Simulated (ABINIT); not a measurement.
# C (R-3m) in ABINIT: single point with LDA

Aim: the single point of C with LDA.

Everything below comes from runs of ABINIT 10.8.3 (patched build). Logs are shortened: lines on timing, memory, paths and dates and some standing lists are left out, and cuts for length are marked. The log counts tension as positive stress, the text compression.

### Step 1. The crystal as given

It takes space group R-3m (No. 166, trigonal). The conventional cell has a = 2.466 Å, b = 2.466 Å, c = 24.848 Å, α = 90.00°, β = 90.00°, γ = 120.00°. C (site symmetry 3m) has 3 C at 1.42 Å as nearest neighbours. C (site symmetry 3m) is surrounded by 3 C at 1.42 Å.

This isn't the form of C at room conditions, which is graphite.

### Step 2. Single point, LDA

The input, run.abi:

```
pp_dirpath "./"
pseudos "C.LDA_PW-JTH.xml"

acell 3*1.0
rprim
     2.3303877644     1.3454500032    15.6518741383
    -2.3303877644     1.3454500032    15.6518741383
     0.0000000000    -2.6909000062    15.6518741383
ntypat 1
znucl 6
natom 4
typat 1 1 1 1
xcart
     0.0000000000     0.0000000000     2.1660632067
     0.0000000000     0.0000000001    18.7315496746
     0.0000000000     0.0000000000     6.1162956311
     0.0000000000     0.0000000001    22.6817820990 Angstrom

ecut 19.0
pawecutdg 38.0
pawovlp 30

kptopt 1
ngkpt 9 9 9
nshiftk 1
shiftk 0.0 0.0 0.0

ixc 7

nband 12
occopt 3
tsmear 0.05 eV

nstep 100
tolvrs 1.0e-9

iomode 3
prtwf 0
prtden 0
prteig 0
prtebands 0
enunit 1
```

Potentials or basis: JTH PAW LDA v2.0.

Launch:

```bash
$ abinit run.abi > log 2>&1
```

run.abo:

```text
.Version 10.8.3 of ABINIT
 Symmetries : space group R-3 m (#166); Bravais hR (rhombohedral)
================================================================================
 Values of the parameters that define the memory need of the present run
     intxc =       0    ionmov =       0      iscf =      17    lmnmax =       8
     lnmax =       4     mgfft =      64  mpssoang =       2    mqgrid =    3001
     natom =       4  nloc_mem =       2    nspden =       1   nspinor =       1
    nsppol =       1      nsym =      12    n1xccc =       1    ntypat =       1
    occopt =       3   xclevel =       1
       mpw =        1187          nfft =      262144          nkpt =          85
 PAW method is used; the additional fine FFT grid is defined by:
   mgfftf=        90    nfftf =    729000
================================================================================
================================================================================

--------------------------------------------------------------------------------
------------- Echo of variables that govern the present computation ------------
--------------------------------------------------------------------------------
 -outvars: echo values of preprocessed input variables --------
            acell      1.0000000000E+00  1.0000000000E+00  1.0000000000E+00 Bohr
              amu      1.20110000E+01
             ecut      1.90000000E+01 Hartree
           enunit           1
                       outvar_i_n : Printing only first  50 k-points.
              ixc           7
                       outvar_i_n : Printing only first  50 k-points.
         kptrlatt        9    0    0      0    9    0      0    0    9
          kptrlen      4.19469798E+01
            natom           4
            nband          12
            ngfft          64      64      64
          ngfftdg          90      90      90
             nkpt          85
            nstep         100
             nsym          12
           ntypat           1
                       prtocc : prtvol=0, do not print more k-points.
           occopt           3
        pawecutdg      3.80000000E+01 Hartree
          pawovlp      3.0000000000E+01
           prtden           0
        prtebands           0
           prteig           0
            prtwf           0
            rprim      2.3303877644E+00  1.3454500032E+00  1.5651874138E+01
                      -2.3303877644E+00  1.3454500032E+00  1.5651874138E+01
                       0.0000000000E+00 -2.6909000062E+00  1.5651874138E+01
          spgroup         166
           tolvrs      1.00000000E-09
           tsmear      1.83746611E-03 Hartree
            typat      1  1  1  1
           useylm           1
                       outvars : Printing only first  50 k-points.
           xangst      5.4333406005E-19  6.3081793178E-12  2.1660632067E+00
                       2.4575671754E-16  7.6866309469E-11  1.8731549675E+01
                      -9.1930619540E-17  2.3133507037E-11  6.1162956311E+00
[... 156 lines left out ...]
    3      0.00000000000000     0.00000000000000    -0.00009480616279
    4      0.00000000000000    -0.00000000000000    -0.00023659686961
 frms,max,avg= 1.0405630E-04 2.3659687E-04   0.000E+00  0.000E+00  0.000E+00 h/b

 cartesian forces (eV/Angstrom) at end:
    1      0.00000000000000    -0.00000000000000     0.01216630020207
    2     -0.00000000000000     0.00000000000000     0.00487512890326
    3      0.00000000000000     0.00000000000000    -0.00487512890326
    4      0.00000000000000    -0.00000000000000    -0.01216630020207
 frms,max,avg= 5.3507903E-03 1.2166300E-02   0.000E+00  0.000E+00  0.000E+00 e/A
 length scales=  1.000000000000  1.000000000000  1.000000000000 bohr
              =  0.529177210544  0.529177210544  0.529177210544 angstroms
 Fermi (or HOMO) energy (eV) =   2.95916   Average Vxc (eV)=  -9.43072
 Eigenvalues (   eV  ) for nkpt=  85  k points:
 kpt#   1, nband= 12, wtk=  0.00137, kpt=  0.0000  0.0000  0.0000 (reduced coord)
 -16.35780  -16.30037   -4.98774   -4.33714   -0.06794   -0.06794   -0.06544   -0.06544
   5.75817    9.36150   11.22812   11.23286
 prteigrs : prtvol=0 or 1, do not print more k-points.

--- !EnergyTerms
iteration_state     : {dtset: 1, }
comment             : Components of total free energy in Hartree
kinetic             :  1.35786340356141E+01
hartree             :  1.09080637974614E+01
xc                  : -8.45392823870501E+00
Ewald energy        : -1.14586071153403E+01
psp_core            :  9.56791231427530E-01
local_psp           : -3.15117848102034E+01
PAW spherical_terms :  2.93129465213961E+00
internal            : -2.30495364476061E+01
'-kT*entropy'       : -1.01527653400774E-04
total_energy        : -2.30496379752595E+01
total_energy_eV     : -6.27212601774819E+02
...

--- !EnergyTermsDC
iteration_state     : {dtset: 1, }
comment             : '"Double-counting" decomposition of free energy'
band_energy         : -3.58155902071375E+00
Ewald energy        : -1.14586071153403E+01
psp_core            :  9.56791231427530E-01
xc_dc               : -1.05067365927727E+01
PAW spherical_terms :  1.54057551414964E+00
internal            : -2.30495359832496E+01
'-kT*entropy'       : -1.01527653400774E-04
total_energy_dc     : -2.30496375109030E+01
total_energy_dc_eV  : -6.27212589139033E+02
...

--- !EnergyTermsWithPAWCore
iteration_state     : {dtset: 1, }
comment             : 'Components of total free energy, including PAW core contributions'
Total energy        : -1.51249022176064E+02
Total energy DC     : -1.51249021711708E+02
Total energy (eV)   : -4.11569556175984E+03
Total energy DC (eV): -4.11569554912405E+03
...

 Cartesian components of stress tensor (hartree/bohr^3)
  sigma(1 1)=  3.06024613E-04  sigma(3 2)= -1.51436526E-14
  sigma(2 2)=  3.06024612E-04  sigma(3 1)=  0.00000000E+00
  sigma(3 3)=  3.72041339E-05  sigma(2 1)=  0.00000000E+00

-Cartesian components of stress tensor (GPa)         [Pressure= -6.3672E+00 GPa]
- sigma(1 1)=  9.00355495E+00  sigma(3 2)= -4.45541643E-10
- sigma(2 2)=  9.00355494E+00  sigma(3 1)=  0.00000000E+00
- sigma(3 3)=  1.09458341E+00  sigma(2 1)=  0.00000000E+00

== END DATASET(S) ==============================================================
================================================================================

 -outvars: echo values of variables after computation  --------
            acell      1.0000000000E+00  1.0000000000E+00  1.0000000000E+00 Bohr
           etotal     -2.3049637511E+01
            fcart      5.3754398845E-20 -5.3929609956E-21  2.3659686961E-04
                      -1.1176094618E-19  3.4945074275E-20  9.4806162786E-05
                       3.4288567878E-20  1.8776836360E-20 -9.4806162786E-05
                       2.3717979455E-20 -4.8328949640E-20 -2.3659686961E-04
            rprim      2.3303877644E+00  1.3454500032E+00  1.5651874138E+01
                      -2.3303877644E+00  1.3454500032E+00  1.5651874138E+01
                       0.0000000000E+00 -2.6909000062E+00  1.5651874138E+01
           strten      3.0602461254E-04  3.0602461233E-04  3.7204133932E-05
                      -1.5143652634E-14  0.0000000000E+00  0.0000000000E+00
           xangst      5.4333406005E-19  6.3081793178E-12  2.1660632067E+00
                       2.4575671754E-16  7.6866309469E-11  1.8731549675E+01
                      -9.1930619540E-17  2.3133507037E-11  6.1162956311E+00
                       6.2730750803E-17  9.3691850024E-11  2.2681782099E+01
             xred      8.7173080060E-02  8.7173080060E-02  8.7173080062E-02
                       7.5385006051E-01  7.5385006051E-01  7.5385006051E-01
                       2.4614994016E-01  2.4614994016E-01  2.4614994017E-01
                       9.1282692062E-01  9.1282692062E-01  9.1282692062E-01
 Calculation completed.
```

Run time: 5.1 min. Hardware: 1 thread of Arm Neoverse V1, shared host; peak memory 0.28 GiB.

What came out:

* Free energy: -627.2126 eV
* Pressure: -6.4 GPa
* Largest force: 0.012 eV/Å
* Band gap on the k mesh: 0.19 eV, direct

Forces on the atoms (eV/Å):
```
C    0.000  0.000  0.012
C    0.000  0.000  0.005
C    0.000  0.000 -0.005
C    0.000  0.000 -0.012
```

Caveat: an odd mesh through Γ misses points on the zone boundary, where band edges often lie; the atomic spheres overlap.
